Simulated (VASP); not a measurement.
# MnSb (P6_3/mmc) in VASP: further runs

One crystal, MnSb, is run at these levels: PBEsol; tasks: single point.

Everything below comes from runs of VASP 6.6.1. Logs are shortened: lines on timing, memory, paths and dates and some standing lists are left out, and cuts for length are marked.

## Step 1: The structure

Symmetry: P6_3/mmc, No. 194, hexagonal system. The conventional cell has a = 4.120 Å, b = 4.120 Å, c = 5.795 Å, α = 90.00°, β = 90.00°, γ = 120.00°. Around Sb (site symmetry -6m2) lie 6 Mn at 2.79 Å. Mn (site symmetry -3m) is surrounded by 6 Sb at 2.79 Å and 2 Mn at 2.90 Å.

## Step 2: Single point, PBEsol, collinear spin, typed start

Input file INCAR:

```
SYSTEM = MnSb
PREC = Accurate
ENCUT = 520
EDIFF = 1E-6
ISMEAR = -1
SIGMA = 0.1
LREAL = .False.
LASPH = .True.
NELM = 150
ALGO = Normal
ISIF = 2
LWAVE = .False.
LCHARG = .True.
ISPIN = 2
MAGMOM = 0 0 4.5 4.5
LORBIT = 11
LMAXMIX = 4
GGA = PS
LELF = .True.
LVHAR = .True.
NBANDS = 30
```

Input file KPOINTS:

```
regular mesh
0
Gamma
  7 7 5
  0 0 0
```

Input file POSCAR:

```
MnSb
1.0
    4.1199979800      0.0000000000      0.0000000000
   -2.0599989900      3.5680229100      0.0000000000
    0.0000000000      0.0000000000      5.7950000000
Sb Mn
2 2
Direct
    0.3333333300      0.6666666700      0.2500000000
    0.6666666700      0.3333333300      0.7500000000
    0.0000000000      0.0000000000      0.0000000000
    0.0000000000      0.0000000000      0.5000000000
```

Potentials or basis: VASP PAW PBE potentials, release 64 (Sb, Mn_pv).

On the command line:

```sh
$ cat potpaw_PBE.64/Sb/POTCAR potpaw_PBE.64/Mn_pv/POTCAR > POTCAR
$ mpirun -np 1 vasp_std > vasp.out
```

OUTCAR:

```text
SYSTEM = MnSb
   PREC = Accurate
   ENCUT = 520
   EDIFF = 1E-6
   ISMEAR = -1
   LREAL = .False.
   LASPH = .True.
   NELM = 150
   ISIF = 2
   ISPIN = 2
   LORBIT = 11
   GGA = PS

 ion  position               nearest neighbor table
   1  0.333  0.667  0.250-   3 2.79   4 2.79   3 2.79   4 2.79   3 2.79   4 2.79   2 3.75   2 3.75
                             2 3.75   2 3.75   2 3.75   2 3.75
   2  0.667  0.333  0.750-   3 2.79   4 2.79   3 2.79   4 2.79   3 2.79   4 2.79   1 3.75   1 3.75
                             1 3.75   1 3.75   1 3.75   1 3.75
   3  0.000  0.000  0.000-   1 2.79   2 2.79   1 2.79   2 2.79   2 2.79   1 2.79   4 2.90   4 2.90

   4  0.000  0.000  0.500-   1 2.79   2 2.79   1 2.79   2 2.79   2 2.79   1 2.79   3 2.90   3 2.90

  LATTYP: Found a hexagonal cell.
 ALAT       =     4.1199979800
 C/A-ratio  =     1.4065540877

  Lattice vectors:

 A1 = (   4.1199979800,   0.0000000000,   0.0000000000)
 A2 = (  -2.0599989900,   3.5680229100,   0.0000000000)
 A3 = (   0.0000000000,   0.0000000000,   5.7950000000)

Analysis of symmetry for initial positions (statically):
=====================================================================
 Subroutine PRICEL returns:
 Original cell was already a primitive cell.

 Routine SETGRP: Setting up the symmetry group for a
 hexagonal supercell.

 Subroutine GETGRP returns: Found 24 space group operations
 (whereof 12 operations were pure point group operations)
 out of a pool of 24 trial point group operations.

The static configuration has the point symmetry D_3d.
 The point group associated with its full space group is D_6h.

Analysis of symmetry for dynamics (positions and initial velocities):
=====================================================================
 Subroutine PRICEL returns:
 Original cell was already a primitive cell.

 Routine SETGRP: Setting up the symmetry group for a
 hexagonal supercell.

 Subroutine GETGRP returns: Found 24 space group operations
 (whereof 12 operations were pure point group operations)
 out of a pool of 24 trial point group operations.

The dynamic configuration has the point symmetry D_3d.
 The point group associated with its full space group is D_6h.

Analysis of structural, dynamic, and magnetic symmetry:
=====================================================================
 Subroutine PRICEL returns:
 Original cell was already a primitive cell.

 Routine SETGRP: Setting up the symmetry group for a
 hexagonal supercell.

 Subroutine GETGRP returns: Found 24 space group operations
 (whereof 12 operations were pure point group operations)
 out of a pool of 24 trial point group operations.

The overall configuration has the point symmetry D_3d.
 The point group associated with its full space group is D_6h.

 Subroutine INISYM returns: Found 24 space group operations
 (whereof 12 operations are pure point group operations),
 and found     1 'primitive' translations

----------------------------------------------------------------------------------------

                                     Primitive cell

  volume of cell :      85.1879

  direct lattice vectors                    reciprocal lattice vectors
     4.119997980  0.000000000  0.000000000     0.242718566  0.140133629  0.000000000
    -2.059998990  3.568022910  0.000000000     0.000000000  0.280267259  0.000000000
     0.000000000  0.000000000  5.795000000     0.000000000  0.000000000  0.172562554

  length of vectors
     4.119997980  4.119997976  5.795000000     0.280267258  0.280267259  0.172562554

  position of ions in fractional coordinates (direct lattice)
     0.333333330  0.666666670  0.250000000
     0.666666670  0.333333330  0.750000000
     0.000000000  0.000000000  0.000000000
     0.000000000  0.000000000  0.500000000

  ion indices of the primitive-cell ions
   primitive index   ion index
                 1           1
                 2           2
                 3           3
                 4           4

----------------------------------------------------------------------------------------

 KPOINTS: regular mesh

Automatic generation of k-mesh.
 Grid dimensions read from file:
 generate k-points for:    7    7    5

 Generating k-lattice:

  Cartesian coordinates                     Fractional coordinates (reciprocal lattice)
     0.034674081  0.020019090  0.000000000     0.142857143  0.000000000  0.000000000
     0.000000000  0.040038180  0.000000000     0.000000000  0.142857143  0.000000000
     0.000000000  0.000000000  0.034512511     0.000000000  0.000000000  0.200000000

  Length of vectors
     0.040038180  0.040038180  0.034512511

  Shift w.r.t. Gamma in fractional coordinates (k-lattice)
     0.000000000  0.000000000  0.000000000

 Subroutine IBZKPT returns following result:
 ===========================================

 Found     24 irreducible k-points:

 Following reciprocal coordinates:
            Coordinates               Weight
  0.000000  0.000000  0.000000      1.000000
  0.142857 -0.000000  0.000000      6.000000
  0.285714 -0.000000  0.000000      6.000000
  0.428571  0.000000  0.000000      6.000000
  0.142857  0.142857  0.000000      6.000000
  0.285714  0.142857  0.000000     12.000000
[... 16 lines left out ...]
  0.428571  0.142857  0.400000     12.000000
  0.285714  0.285714  0.400000     12.000000
   k-points           NKPTS =     24   k-points in BZ     NKDIM =     24   number of bands    NBANDS=     30
   number of dos      NEDOS =    301   number of ions     NIONS =      4
   total plane-waves  NPLWV =  49152
   dimension x,y,z NGX =    32 NGY =   32 NGZ =   48
   dimension x,y,z NGXF=    64 NGYF=   64 NGZF=   96
   ions per type =               2   2
   NGX,Y,Z   is equivalent  to a cutoff of  12.91, 12.91, 13.77 a.u.
   NGXF,Y,Z  is equivalent  to a cutoff of  25.82, 25.82, 27.54 a.u.
 SYSTEM =  MnSb
   PREC   = accura    normal or accurate (medium, high low for compatibility)
   ISTART =      0    job   : 0-new  1-cont  2-samecut
   ICHARG =      2    charge: 1-file 2-atom 10-const
   ISPIN  =      2    spin polarized calculation?
   LNONCOLLINEAR =      F non collinear calculations
   LSORBIT =      F    spin-orbit coupling
   LASPH  =      T    aspherical Exc in radial PAW
   ENCUT  =  520.0 eV  38.22 Ry    6.18 a.u.   7.66  7.66 10.77*2*pi/ulx,y,z
   NELM   =    150;   NELMIN=  2; NELMDL= -5     # of ELM steps
   EDIFF  = 0.1E-05   stopping-criterion for ELM
   LREAL  =      F    real-space projection
   EDIFFG = 0.1E-04   stopping-criterion for IOM
   NSW    =      0    number of steps for IOM
   IBRION =     -1    ionic relax: 0-MD 1-quasi-New 2-CG
   NFREE  =      0    steps in history (QN), initial steepest desc. (CG)
   ISIF   =      2    stress and relaxation
   ISYM   =      2    0-nonsym 1-usesym 2-fastsym
   POTIM  = 0.5000    time-step for ionic-motion
   TEBEG  =    0.0;   TEEND  =   0.0 temperature during run
   PSTRESS=    0.0 pullay stress
   NELECT =      36.0000    total number of electrons
   NUPDOWN=      -1.0000    fix difference up-down
   EMIN   =  10.00;   EMAX   =-10.00  energy-range for DOS
   EFERMI =   0.00;   METHOD = LEGACY
   ISMEAR =    -1;   SIGMA  =   0.10  broadening in eV -4-tet -1-fermi 0-gaus
   EFERMI_NEDOS =   21; number of points for ismear=-14 and -15
   IALGO  =     38    algorithm
   IMIX   =      4    mixing-type and parameters
     AMIX     =   0.40;   BMIX     =  1.00
     AMIX_MAG =   1.60;   BMIX_MAG =  1.00
  volume/ion in A,a.u.               =      21.30       143.72
  Fermi-wavevector in a.u.,A,eV,Ry     =   1.228522  2.321570 20.534818  1.509267
  Thomas-Fermi vector in A             =   2.363444
   LORBIT       =     11    0 simple, 1 ext, 2 COOP (PROOUT), +10 PAW based schemes
   GGA     = PS    functional components
   LHFCALC =     F    Hartree Fock is set to
   AEXX    =    0.0000 exact exchange contribution
   IVDW    =     0    specifies the selected vdW correction
   LEPSILON=     F    determine dielectric tensor
   LRPA    =     F    only Hartree local field effects (RPA)
 spin polarized calculation
  energy-cutoff  :      520.00
  volume of cell :       85.19
 maximum number of plane-waves:      2332
 NGX is ok and might be reduce to    32
   NGX = 15   NGY = 15   NGZ = 21

 number of electron      36.0000016 magnetization       6.6078548

 Free energy of the ion-electron system (eV)
  ---------------------------------------------------
  ext. energy  EPLUGINS =         0.00000000
  ---------------------------------------------------
  free energy    TOTEN  =       -28.29811470 eV

  energy without entropy =      -28.21685003  energy(sigma->0) =      -28.25748236

 E-fermi :   7.6349     XC(G=0): -10.7977

 val. band max:        7.6135185399   @ k =   0.2857   0.2857   0.0000
 cond. band min:       7.6398081592   @ k =   0.2857   0.1429   0.2000
 fundamental gap:      0.0262896193
 Fermi energy:         7.6349144996

 spin component 1

 k-point     1 :       0.0000    0.0000    0.0000
  band No.  band energies     occupation
      1     -42.1028      1.00000
      2     -42.1028      1.00000
      3     -42.0955      1.00000
      4     -42.0955      1.00000
      5     -41.8872      1.00000
      6     -41.8084      1.00000
[... 22 lines left out ...]
     29      14.9174      0.00000
     30      14.9174      0.00000

 k-point     2 :       0.1429   -0.0000    0.0000
  band No.  band energies     occupation
      1     -42.1032      1.00000
      2     -42.1030      1.00000
      3     -42.0957      1.00000
      4     -42.0955      1.00000
      5     -41.8871      1.00000
      6     -41.8083      1.00000
[... 22 lines left out ...]
     29      13.9526      0.00000
     30      14.1071      0.00000

 k-point     3 :       0.2857   -0.0000    0.0000
  band No.  band energies     occupation
      1     -42.1040      1.00000
      2     -42.1032      1.00000
      3     -42.0964      1.00000
      4     -42.0956      1.00000
      5     -41.8869      1.00000
      6     -41.8082      1.00000
[... 659 lines left out ...]
      6     -41.8353      1.00000
[... 22 lines left out ...]
     29      14.5369      0.00000
     30      16.5289      0.00000

 k-point    24 :       0.2857    0.2857    0.4000
  band No.  band energies     occupation
      1     -42.1017      1.00000
      2     -42.1013      1.00000
      3     -42.0993      1.00000
      4     -42.0989      1.00000
      5     -41.8596      1.00000
      6     -41.8353      1.00000
[... 22 lines left out ...]
     29      15.1567      0.00000
     30      15.4848      0.00000
 Fermi energy:         7.6349144996

 spin component 2

 k-point     1 :       0.0000    0.0000    0.0000
  band No.  band energies     occupation
      1     -38.5710      1.00000
      2     -38.5710      1.00000
      3     -38.5620      1.00000
      4     -38.5620      1.00000
      5     -38.5117      1.00000
      6     -38.4187      1.00000
[... 22 lines left out ...]
     29      15.8099      0.00000
     30      15.8099      0.00000

 k-point     2 :       0.1429   -0.0000    0.0000
  band No.  band energies     occupation
      1     -38.5715      1.00000
      2     -38.5712      1.00000
      3     -38.5624      1.00000
      4     -38.5621      1.00000
      5     -38.5116      1.00000
      6     -38.4186      1.00000
[... 22 lines left out ...]
     29      14.3978      0.00000
     30      14.8817      0.00000

 k-point     3 :       0.2857   -0.0000    0.0000
  band No.  band energies     occupation
      1     -38.5727      1.00000
      2     -38.5715      1.00000
      3     -38.5632      1.00000
      4     -38.5622      1.00000
      5     -38.5113      1.00000
      6     -38.4185      1.00000
[... 682 lines left out ...]
     29      15.0925      0.00000
     30      17.1633      0.00000

 k-point    24 :       0.2857    0.2857    0.4000
  band No.  band energies     occupation
      1     -38.5699      1.00000
      2     -38.5692      1.00000
      3     -38.5669      1.00000
      4     -38.5663      1.00000
      5     -38.4791      1.00000
      6     -38.4505      1.00000
[... 22 lines left out ...]
     29      15.5371      0.00000
     30      15.9372      0.00000

------------------------ aborting loop because EDIFF is reached ----------------------------------------

  FORCE on cell =-STRESS in cart. coord.  units (eV):
  Direction    XX          YY          ZZ          XY          YZ          ZX
  --------------------------------------------------------------------------------------
  -------------------------------------------------------------------------------------
  Total       -3.2023633     -3.2023633     -4.1131589      0.0000000      0.0000000      0.0000000
  in kB      -60.2286466    -60.2286464    -77.3584921      0.0000000      0.0000000      0.0000000
  external PRESSURE =     -65.9385950 kB  Pullay stress =       0.0000000 kB

 VOLUME and BASIS-vectors are now :
 -----------------------------------------------------------------------------
  energy-cutoff  :      520.00
  volume of cell :       85.19
      direct lattice vectors                 reciprocal lattice vectors
     4.119997980  0.000000000  0.000000000     0.242718566  0.140133629  0.000000000
    -2.059998990  3.568022910  0.000000000     0.000000000  0.280267259  0.000000000
     0.000000000  0.000000000  5.795000000     0.000000000  0.000000000  0.172562554

 POSITION                                       TOTAL-FORCE (eV/Angst)
 -----------------------------------------------------------------------------------
     -0.00000      2.37868      1.44875        -0.000000      0.000000      0.000000
      2.06000      1.18934      4.34625        -0.000000     -0.000000      0.000000
      0.00000      0.00000      0.00000         0.000000     -0.000000      0.000000
      0.00000      0.00000      2.89750         0.000000     -0.000000      0.000000
 -----------------------------------------------------------------------------------
    total drift:                               -0.000004      0.000002      0.000000

  FREE ENERGIE OF THE ION-ELECTRON SYSTEM (eV)
  ---------------------------------------------------
  free  energy   TOTEN  =       -28.2981147017 eV

  energy  without entropy=      -28.2168500277  energy(sigma->0) =      -28.25748236

 total charge

# of ion       s       p       d       tot
------------------------------------------
    1        1.141   1.264   0.042   2.447
    2        1.141   1.264   0.042   2.447
    3        0.276   6.213   5.041  11.530
    4        0.276   6.213   5.041  11.530
--------------------------------------------------
tot          2.835  14.953  10.166  27.955

 magnetization (x)

# of ion       s       p       d       tot
------------------------------------------
    1        0.009  -0.138   0.006  -0.123
    2        0.009  -0.138   0.006  -0.123
    3        0.035   0.025   3.282   3.341
    4        0.035   0.025   3.282   3.341
--------------------------------------------------
tot          0.087  -0.226   6.574   6.436
```

Run time: 45 s. Hardware: 1 thread of Intel Xeon 6975P-C (Granite Rapids), shared host; peak memory 0.3 GiB.

Results:

| Item | Value |
| --- | --- |
| Free energy | -28.2981 eV |
| Pressure | -6.6 GPa |
| Band gap on the k mesh | none (metal or under the smearing width) |
| Net moment | 6.61 μB per cell |
| Site moments | Sb -0.12; Mn +3.34 μB |
| Valence electrons inside the program's atomic spheres | Sb 2.45; Mn 11.53 |

Caveat: the PAW data sets were made with another functional, which shifts forces and pressure a little. Spin-orbit coupling is left out, which matters for the levels of Sb.

## Step 3: Single point, PBEsol, collinear spin, typed start (moments +- scaled by 0.5, plain SCF)

Input file INCAR:

```
PREC = Accurate ; ENCUT = 520
EDIFF = 1E-6 ; ISMEAR = -1
SIGMA = 0.1 ; LREAL = False
LASPH = True ; NELM = 150
ALGO = Fast ; ISIF = 2
LWAVE = False ; LCHARG = False
ISPIN = 2 ; MAGMOM = 0 0 2.25 -2.25
LORBIT = 11 ; LMAXMIX = 4
GGA = PS ; NBANDS = 30
```

Input file KPOINTS:

```
regular mesh
0
Gamma
  7 7 5
```

POSCAR is that of step 2.

Potentials or basis: VASP PAW PBE potentials, release 64 (Sb, Mn_pv).

On the command line:

```sh
$ cat potpaw_PBE.64/Sb/POTCAR potpaw_PBE.64/Mn_pv/POTCAR > POTCAR
$ mpirun -np 1 vasp_std > vasp.out
```

Wall time 50 s (1 thread of Intel Xeon 6975P-C (Granite Rapids), shared host); peak memory 0.3 GiB.

The run converged. Its results:

```
Free energy                                           : -28.1057 eV
Pressure                                              : -7.1 GPa
Band gap on the k mesh                                : none (metal or under the smearing width)
Net moment                                            : 0.00 μB per cell
Site moments                                          : Sb +0.00; Mn +3.27, -3.27 μB
Valence electrons inside the program's atomic spheres : Sb 2.44; Mn 11.54
```

Stress tensor (GPa, compression positive):
```
-6.90  0.00  0.00
 0.00 -6.90  0.00
 0.00  0.00 -7.38
```

Levels at points of the mesh, in eV from the Fermi level:
Spin up:
| k point | band 14 | band 15 | band 16 | band 17 | band 18 | band 19 | band 20 | band 21 | band 22 | band 23 |
| --- | --- | --- | --- | --- | --- | --- | --- | --- | --- | --- |
| (0.00, 0.00, 0.00) | -2.49 | -0.77 | -0.77 | 0.64 | 0.64 | 0.71 | 0.71 | 1.42 | 2.57 | 3.15 |
Spin down:
| k point | band 15 | band 16 | band 17 | band 18 | band 19 | band 20 | band 21 | band 22 |
| --- | --- | --- | --- | --- | --- | --- | --- | --- |
| (0.00, 0.00, 0.00) | -0.77 | -0.77 | 0.64 | 0.64 | 0.71 | 0.71 | 1.42 | 2.57 |

Caveat: the PAW data sets were made with another functional, which shifts forces and pressure a little.
